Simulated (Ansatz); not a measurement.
# Pb: pressure up to the limit of the methods

Aim: compress Pb (dhcp type) step by step, far beyond the usual range, and follow pressure and electronic structure. The runs shown use LAPW, crystal datasets and norm-conserving. Companion runs by PAW are cited. Its runs: the reference run (LAPW); volume scaled by 1 (crystal datasets and norm-conserving); volume scaled by 0.95 (LAPW); volume scaled by 0.85 (LAPW and crystal datasets); volume scaled by 0.75 (LAPW); volume scaled by 0.4 (LAPW, crystal datasets and norm-conserving).

Program: Ansatz 0.2.0. Level of theory: DFT PBE, with the methods named in each step. These are calculated values, not measurements.

1 further run of the same task is left out (it didn't finish).

**1. Starting point**

Symmetry: P6_3/mmc, No. 194, hexagonal system. Conventional cell: a = 3.573 Å, b = 3.573 Å, c = 11.548 Å, α = 90.00°, β = 90.00°, γ = 120.00°. Pb (site symmetry -3m) is surrounded by 12 Pb at 3.55 to 3.57 Å. Pb (site symmetry -6m2) has 12 Pb at 3.55 to 3.57 Å as nearest neighbours.

Structure file:

```cif
data_structure
_symmetry_space_group_name_H-M 'P 1'
_symmetry_Int_Tables_number 1
_cell_length_a 3.5734
_cell_length_b 3.5734
_cell_length_c 11.5477
_cell_angle_alpha 90.000
_cell_angle_beta 90.000
_cell_angle_gamma 120.000
_cell_volume 127.70
loop_
_atom_site_label
_atom_site_type_symbol
_atom_site_fract_x
_atom_site_fract_y
_atom_site_fract_z
_atom_site_occupancy
Pb1 Pb 0.00000 0.00000 0.00000 1
Pb2 Pb 0.00000 0.00000 0.50000 1
Pb3 Pb 0.33333 0.66667 0.25000 1
Pb4 Pb 0.66667 0.33333 0.75000 1
```

Whether this phase is the stable one at these pressures isn't tested.

Atoms are numbered in the order of the input: Pb1, Pb2, Pb3, Pb4.

**2. The reference volume, LAPW**

Contents of input.yaml:

```yaml
crystal:
  lattice:
    - [3.5733815866, 0.0, 0.0]
    - [-1.7866907933, 3.0946392314, 0.0]
    - [0.0, 0.0, 11.5476539746]
  atoms:
    - { symbol: Pb, position: [0.0, 0.0, 0.0] }
    - { symbol: Pb, position: [0.0, 0.0, 0.5] }
    - { symbol: Pb, position: [0.3333333333, 0.6666666667, 0.25] }
    - { symbol: Pb, position: [0.6666666667, 0.3333333333, 0.75] }
kpoints:
  mp_grid: { grid: [10, 10, 3] }
  band_path:
    path:
      - [0.0, 0.0, 0.0]
      - [0.5, 0.0, 0.0]
      - [0.3333333333, 0.3333333333, 0.0]
      - [0.0, 0.0, 0.0]
      - [0.0, 0.0, 0.5]
      - [0.5, 0.0, 0.5]
      - [0.3333333333, 0.3333333333, 0.5]
      - [0.0, 0.0, 0.5]
      - [0.5, 0.0, 0.5]
    npoints: 14
scf:
  occupations: { method: fermi_dirac, width: 0.1 }
hamiltonian:
  xc: pbe
  pseudopotentials: { kind: all_electron, lapw: { basis_error: 0.001 } }
output:
  forces: true
  stress: true
  eigenvalues: true
  populations: true
  dos: { projected: true, de: 0.2, e_range: [-14, 8] }
```

On the command line:

```console
ansatz run input.yaml --threads 1 --pin off --max-ram 3072MiB --backend cpu --events-out ev --progress --plain --runs-dir out
```

**3. Volume scaled by 1, crystal datasets**

Contents of input.yaml:

```yaml
crystal:
  lattice:
    - [3.5733815866, 0.0, 0.0]
    - [-1.7866907933, 3.0946392314, 0.0]
    - [0.0, 0.0, 11.5476539746]
  atoms:
    - { symbol: Pb, position: [0.0, 0.0, 0.0] }
    - { symbol: Pb, position: [0.0, 0.0, 0.5] }
    - { symbol: Pb, position: [0.3333333333, 0.6666666667, 0.25] }
    - { symbol: Pb, position: [0.6666666667, 0.3333333333, 0.75] }
kpoints:
  mp_grid: { grid: [10, 10, 3] }
scf:
  occupations: { method: fermi_dirac, width: 0.1 }
hamiltonian:
  xc: pbe
  pseudopotentials: { kind: all_electron, datasets: crystal }
output:
  forces: true
  stress: true
  eigenvalues: true
```

**4. Volume scaled by 1, norm-conserving**

input.yaml: that of step 3 with these lines changed.

```diff
@@ -16,3 +16,3 @@
   xc: pbe
-  pseudopotentials: { kind: all_electron, datasets: crystal }
+  pseudopotentials: { kind: nc }
 output:
```

**5. Volume scaled by 0.95, LAPW**

Contents of input.yaml:

```yaml
crystal:
  lattice:
    - [3.5103130401, 0.0, 0.0]
    - [-1.7551565201, 3.040020268, 0.0]
    - [0.0, 0.0, 11.3680104113]
  atoms:
    - { symbol: Pb, position: [0.0, 0.0, 0.0] }
    - { symbol: Pb, position: [0.0, 0.0, 0.5] }
    - { symbol: Pb, position: [0.3333333333, 0.6666666667, 0.25] }
    - { symbol: Pb, position: [0.6666666667, 0.3333333333, 0.75] }
kpoints:
  mp_grid: { grid: [10, 10, 3] }
  band_path:
    path:
      - [0.0, 0.0, 0.0]
      - [0.5, 0.0, 0.0]
      - [0.3333333333, 0.3333333333, 0.0]
      - [0.0, 0.0, 0.0]
      - [0.0, 0.0, 0.5]
      - [0.5, 0.0, 0.5]
      - [0.3333333333, 0.3333333333, 0.5]
      - [0.0, 0.0, 0.5]
      - [0.5, 0.0, 0.5]
    npoints: 8
scf:
  occupations: { method: fermi_dirac, width: 0.1 }
hamiltonian:
  xc: pbe
  pseudopotentials: { kind: all_electron, lapw: { basis_error: 0.001 } }
output:
  forces: true
  stress: true
  eigenvalues: true
  populations: true
  dos: { projected: true, de: 0.2, e_range: [-14, 8] }
```

**6. Volume scaled by 0.85, LAPW**

Contents of input.yaml:

```yaml
crystal:
  lattice:
    - [3.3750503451, 0.0, 0.0]
    - [-1.6875251726, 2.9228793379, 0.0]
    - [0.0, 0.0, 11.0029962978]
  atoms:
    - { symbol: Pb, position: [0.0, 0.0, 0.0] }
    - { symbol: Pb, position: [0.0, 0.0, 0.5] }
    - { symbol: Pb, position: [0.3333333333, 0.6666666667, 0.25] }
    - { symbol: Pb, position: [0.6666666667, 0.3333333333, 0.75] }
kpoints:
  mp_grid: { grid: [10, 10, 3] }
scf:
  occupations: { method: fermi_dirac, width: 0.1 }
hamiltonian:
  xc: pbe
  pseudopotentials: { kind: all_electron, lapw: { basis_error: 0.001 } }
output:
  forces: true
  stress: true
  eigenvalues: true
  populations: true
```

**7. Volume scaled by 0.85, crystal datasets**

input.yaml: that of step 6 with these lines changed.

```diff
@@ -16,3 +16,3 @@
   xc: pbe
-  pseudopotentials: { kind: all_electron, lapw: { basis_error: 0.001 } }
+  pseudopotentials: { kind: all_electron, datasets: crystal }
 output:
@@ -21,2 +21 @@
   eigenvalues: true
-  populations: true
```

**8. Volume scaled by 0.75, LAPW**

Contents of input.yaml:

```yaml
crystal:
  lattice:
    - [3.2350877831, 0.0, 0.0]
    - [-1.6175438915, 2.8016682036, 0.0]
    - [0.0, 0.0, 10.5667559322]
  atoms:
    - { symbol: Pb, position: [0.0, 0.0, 0.0] }
    - { symbol: Pb, position: [0.0, 0.0, 0.5] }
    - { symbol: Pb, position: [0.3333333333, 0.6666666667, 0.25] }
    - { symbol: Pb, position: [0.6666666667, 0.3333333333, 0.75] }
kpoints:
  mp_grid: { grid: [10, 10, 3] }
  band_path:
    path:
      - [0.0, 0.0, 0.0]
      - [0.5, 0.0, 0.0]
      - [0.3333333333, 0.3333333333, 0.0]
      - [0.0, 0.0, 0.0]
      - [0.0, 0.0, 0.5]
      - [0.5, 0.0, 0.5]
      - [0.3333333333, 0.3333333333, 0.5]
      - [0.0, 0.0, 0.5]
      - [0.5, 0.0, 0.5]
    npoints: 8
scf:
  occupations: { method: fermi_dirac, width: 0.1 }
hamiltonian:
  xc: pbe
  pseudopotentials: { kind: all_electron, lapw: { basis_error: 0.001 } }
output:
  forces: true
  stress: true
  eigenvalues: true
  populations: true
  dos: { projected: true, de: 0.2, e_range: [-14, 8] }
```

**9. Volume scaled by 0.4, LAPW**

input.yaml: that of step 8 with these lines changed.

```diff
@@ -2,5 +2,5 @@
   lattice:
-    - [3.2350877831, 0.0, 0.0]
-    - [-1.6175438915, 2.8016682036, 0.0]
-    - [0.0, 0.0, 10.5667559322]
+    - [2.618071767, 0.0, 0.0]
+    - [-1.3090358835, 2.2673166592, 0.0]
+    - [0.0, 0.0, 8.6049717486]
   atoms:
```

**10. Volume scaled by 0.4, crystal datasets**

Contents of input.yaml:

```yaml
crystal:
  lattice:
    - [2.618071767, 0.0, 0.0]
    - [-1.3090358835, 2.2673166592, 0.0]
    - [0.0, 0.0, 8.6049717486]
  atoms:
    - { symbol: Pb, position: [0.0, 0.0, 0.0] }
    - { symbol: Pb, position: [0.0, 0.0, 0.5] }
    - { symbol: Pb, position: [0.3333333333, 0.6666666667, 0.25] }
    - { symbol: Pb, position: [0.6666666667, 0.3333333333, 0.75] }
kpoints:
  mp_grid: { grid: [10, 10, 3] }
scf:
  occupations: { method: fermi_dirac, width: 0.1 }
hamiltonian:
  xc: pbe
  pseudopotentials: { kind: all_electron, datasets: crystal }
output:
  forces: true
  stress: true
  eigenvalues: true
```

**11. Volume scaled by 0.4, norm-conserving**

input.yaml: that of step 10 with these lines changed.

```diff
@@ -16,3 +16,3 @@
   xc: pbe
-  pseudopotentials: { kind: all_electron, datasets: crystal }
+  pseudopotentials: { kind: nc }
 output:
```

(Steps that only read results are left out.)

What does the calculation give? Wanted: LAPW pressure at 0.4 of the volume; PAW pressure at 0.4 of the volume; PAW; crystal datasets pressure at 0.4 of the volume; norm-conserving pressure at 0.4 of the volume; fitted bulk modulus at zero pressure.

The runs gave:

| quantity | value |
| --- | --- |
| LAPW pressure at 0.4 of the volume | 347.6 GPa |
| PAW pressure at 0.4 of the volume | 348.1 GPa |
| PAW (core large) pressure at 0.4 of the volume | 348.1 GPa |
| crystal datasets pressure at 0.4 of the volume | 347.6 GPa |
| norm-conserving pressure at 0.4 of the volume | 349.5 GPa |
| fitted bulk modulus at zero pressure (LAPW) | 40 GPa |
| its pressure derivative | 4.81 |

What this shows: By LAPW the pressure climbs to 348 GPa at 0.4 of the first volume. One third-order Birch-Murnaghan curve follows these points (B₀ = 40 GPa, B′ = 4.81, misfit at most 0.05 GPa). A fit over so wide a range leans to the high pressures, so B₀ can be off by several per cent. Where LAPW's pressure is over 3 GPa, PAW's departs from it by at most 0.2 %, at 0.4 of the volume. The ions are at rest, and the electrons smeared by 0.1 eV. Spin-orbit coupling is left out, though the cell holds Pb; in elements this heavy it can shift bands and gaps by tenths of an eV.
